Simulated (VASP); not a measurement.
An input for Quantum ESPRESSO's pw.x (written as the equivalent of a VASP run, and not itself run):

```
&CONTROL
  calculation = 'scf'
  pseudo_dir = './pseudo'
  outdir = './out'
  tprnfor = .true.
  tstress = .true.
/
&SYSTEM
  ibrav = 0
  nat = 5
  ntyp = 3
  ecutwfc = 70
  occupations = 'smearing'
  smearing = 'gaussian'
  degauss = 0.000735
  input_dft = 'pbe'
/
&ELECTRONS
  conv_thr = 7.3e-08
  electron_maxstep = 100
/
ATOMIC_SPECIES
  Cs 132.905 Cs.upf
  Pb 207.200 Pb.upf
  I 126.904 I.upf
CELL_PARAMETERS angstrom
     6.3422840    0.0000000    0.0000000
     0.0000000    6.3422840    0.0000000
     0.0000000    0.0000000    6.3422840
ATOMIC_POSITIONS crystal
  Cs   0.5000000  0.5000000  0.5000000
  Pb   0.0000000  0.0000000  0.0000000
  I    0.0000000  0.0000000  0.5000000
  I    0.5000000  0.0000000  0.0000000
  I    0.0000000  0.5000000  0.0000000
K_POINTS automatic
  3 3 3 0 0 0
```

Q: Translate this input to VASP (INCAR, KPOINTS, POSCAR, choice of POTCAR).

A: Several could match; the one computed here: 
### KPOINTS
```
Automatic mesh
0
Gamma
3 3 3
0 0 0
```

**INCAR**
```
! general
SYSTEM  = CsPbI3
PREC    = Accurate
ENCUT   = 300   ! plane-wave cut-off (eV)
LREAL   = .FALSE.
LASPH   = .TRUE.   ! aspherical one-centre terms

! electronic loop
EDIFF   = 1E-6
NELM    = 100
ALGO    = Normal
LMAXMIX = 4

! smearing
ISMEAR  = 0
SIGMA   = 0.01   ! width (eV)

! functional
GGA     = PE

! ions
ISIF    = 2   ! forces and stress, cell fixed

! output
LWAVE   = .FALSE.
LCHARG  = .FALSE.
```

**POSCAR**
```
CsPbI3
6.3422840
  1.0000000000   0.0000000000   0.0000000000
  0.0000000000   1.0000000000   0.0000000000
  0.0000000000   0.0000000000   1.0000000000
Cs Pb I
1 1 3
Cart
  0.5000000000   0.5000000000   0.5000000000
  0.0000000000   0.0000000000   0.0000000000
  0.0000000000   0.0000000000   0.5000000000
  0.5000000000   0.0000000000   0.0000000000
  0.0000000000   0.5000000000   0.0000000000
```

POTCAR, in this order: Cs_sv Pb_d I (PBE.64 set). Program: vasp_std.

The two are equivalent in intent, not identical: the potentials are each code's own (VASP's PAW set, PseudoDojo norm-conserving files in pw.x), so ENCUT and ecutwfc are chosen apart and not converted; conv_thr bounds pw.x's estimated SCF error, while EDIFF bounds the energy change between steps.

The structure comes from a computed database's CsPbI3 entry; how it stands against other phases isn't given here. The cell was not relaxed at this level. The run is one of a series of settings (AEXX removed, HFSCREEN removed, ISYM removed, LHFCALC removed, PRECFOCK removed against the base run), some of them coarse on purpose.
